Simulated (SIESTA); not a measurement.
The system is C, a slab with vacuum.

```
C
1.0
     2.45617    0.00000    0.00000
    -1.22809    2.12711    0.00000
     0.00000    0.00000    8.52380
C
2
Direct
  0.66667 0.33333 0.00000
  0.33333 0.66667 0.00000
```

| Quantity | Value |
| --- | --- |
| Program | SIESTA 5.4.2 |
| Task | single point |
| Functional | PBE |
| Potentials or basis | PseudoDojo 0.4 standard (PBE files) |
| Basis | DZP (energy shift 0.003 Ry) |
| Grid cutoff | 500 Ry |
| Energy shift | 0.003 Ry |
| k mesh | 12 × 12 × 3 |
| Occupations | fermi-dirac, width 0.05 eV |
| Spin | no spin polarisation |

On this cell: largest force under 0.003 eV/Å; band gap on the k mesh none (metal or under the smearing width).

The same run follows on a disturbed copy (atoms moved at random, drawn with an rms of 0.05 Å):

```
CELL_PARAMETERS angstrom
2.45617 0.00000 0.00000
-1.22809 2.12711 0.00000
0.00000 0.00000 8.52380
ATOMIC_POSITIONS crystal
C 0.65630 0.33472 0.99940
C 0.32410 0.66274 0.99900
```

Problem. What does the disturbed cell give?

Solution. The energy (extrapolated to zero smearing) moves by +2.7 meV/atom; largest force 0.804 eV/Å; band gap on the k mesh 0.20 eV, direct.

Forces on the atoms (eV/Å):
```
C    0.519 -0.609 -0.050
C   -0.522  0.609  0.050
```

Stress tensor (GPa, compression positive):
```
 8.68 -0.39  0.01
-0.39  7.77 -0.01
 0.01 -0.01  0.00
```

Caveats: the basis of atomic orbitals isn't converged, which shifts pressures, moduli and gaps.

A k mesh can miss the band edges.
